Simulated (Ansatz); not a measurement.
FeO: single point with PBEsol

The system is FeO.

```xyz
2
Lattice="-1.6021 1.6021 2.0834 1.6021 -1.6021 2.0834 1.6021 1.6021 -2.0834" Properties=species:S:1:pos:R:3 pbc="T T T"
Fe    0.0000    0.0000    0.0000
O     0.0000    0.0000    2.0834
```

The cell comes from a database or a generator and needn't be the stable form of this composition.

* Program: Ansatz 0.2.0
* Task: single point
* Functional: PBEsol
* Potentials or basis: Ansatz PAW
* Cutoff: 420 eV (not typed: the program's choice for these potentials)
* k mesh: 12 × 12 × 12
* Occupations: fermi-dirac, width 0.05 eV
* Spin: collinear spin, ferromagnetic start
* Starting moments: [4.5, 0.0] μB

The pressure is -16.1 GPa. The band gap on the k mesh is none (metal or under the smearing width), the net moment is 4.00 μB per cell and the absolute moment is 4.01 μB per cell. The site moments are Fe +3.39; O +0.31 μB.

Stress tensor (GPa, compression positive):
```
-17.22   0.00   0.00
  0.00 -17.22   0.00
  0.00   0.00 -14.00
```

Levels at points of the mesh, in eV from the Fermi level:
Spin up:
```
              k point  band 10  band 11  band 12  band 13  band 14  band 15  band 16  band 17
   (0.00, 0.00, 0.00)    -3.66    -3.66    -3.63    -3.60    -0.31    14.85    16.28    16.28
  (0.00, 0.00, -0.50)    -3.37    -2.89    -2.87    -2.79     4.63     7.73    10.62    13.41
  (0.00, -0.50, 0.00)    -3.03    -2.51    -0.83    -0.22     3.63     7.72    10.97    12.91
(-0.50, -0.50, -0.50)    -3.28    -2.85    -2.85    -2.76     4.75     8.77     9.57    13.09
```
Spin down:
| k point | band 7 | band 8 | band 9 | band 10 | band 11 | band 12 |
| --- | --- | --- | --- | --- | --- | --- |
| (0.00, 0.00, 0.00) | -3.07 | -3.07 | -0.75 | -0.75 | -0.45 | -0.35 |
| (0.00, 0.00, -0.50) | -4.46 | -3.91 | -1.88 | 0.53 | 0.55 | 0.80 |
| (0.00, -0.50, 0.00) | -5.03 | -4.86 | 0.26 | 0.52 | 0.63 | 2.22 |
| (-0.50, -0.50, -0.50) | -4.43 | -4.43 | -1.98 | 0.72 | 0.72 | 0.72 |

It took 6.5 s on 2 threads of Arm Neoverse V1, on a shared host, peak memory 0.39 GiB.

Caveat: the pressure holds a Pulay correction of +0.7 GPa for the finite cutoff; a cell with one magnetic atom can't hold antiferromagnetic order, which such compounds often take; semilocal functionals often make such compounds metallic where correlation or magnetic order opens a gap, which also shifts bond lengths; the PAW data sets come from PBE, with cores solved anew for the run's functional, which leaves a small shift of forces and pressure. With open d or f shells a metallic result of PBEsol can be an artefact of self-interaction; +U or a hybrid may open a gap.
